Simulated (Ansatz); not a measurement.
Runs of Ansatz 0.2.0 on FeO. The structure is hexagonal, space group P-6m2 (No. 187). The conventional cell has a = 2.903 Å, b = 2.903 Å, c = 2.833 Å, α = 90.00°, β = 90.00°, γ = 120.00°. Around Fe (site symmetry -6m2) lie 6 O at 2.19 Å. O (site symmetry -6m2) has 6 Fe at 2.19 Å as nearest neighbours. The cell comes from a database or a generator and needn't be the stable form of this composition.

| task | level | cell | points for each segment of the path | gap on the mesh (eV) | pressure (GPa) | moment (μB) | relaxed volume (Å³/atom) |
| --- | --- | --- | --- | --- | --- | --- | --- |
| relaxation of cell and atoms | HSE03 | relaxed | - | none | 0.0 | 4.00 | 9.41 |
| band structure | HSEsol | as given | 4 | none | -22.7 | 4.02 | - |
| relaxation of cell and atoms | HSEsol | relaxed | - | none | 0.0 | 4.00 | (b) |
| single point | PBEsol0 | as given | - | none | (a) | 4.02 | - |
| relaxation of cell and atoms | PBEsol0 | relaxed | - | none | 0.0 | 4.00 | 9.10 |
| band structure | HSE03 | as given | 4 | none | -16.4 | 4.02 | - |

Alike in all rows: potentials or basis Ansatz PAW; spin collinear, ferromagnetic start; k mesh 5 × 5 × 5; cutoff (eV) 420; smearing fermi-dirac 0.05 eV; the mesh is coarse, so values aren't converged.

Question: Estimate the missing entries.

Answer: (a) -22.8; (b) 9.11.

Caveats: all runs use coarse meshes; the magnetic or orbital state may not be the lowest; a cell with one magnetic atom can't hold antiferromagnetic order, which such compounds often take; the PAW data sets come from PBE, with cores solved anew for the run's functional, which leaves a small shift of forces and pressure; the plane-wave basis is chosen anew once the cell has moved, so the energies of steps on either side of that aren't comparable (some runs); so large a pressure means that the cell lies far from this level's equilibrium, or that cutoff or potentials fall short (some runs); the thresholds are loose for stress (some runs).

A gap of «none» marks a metal or a gap under the smearing width.
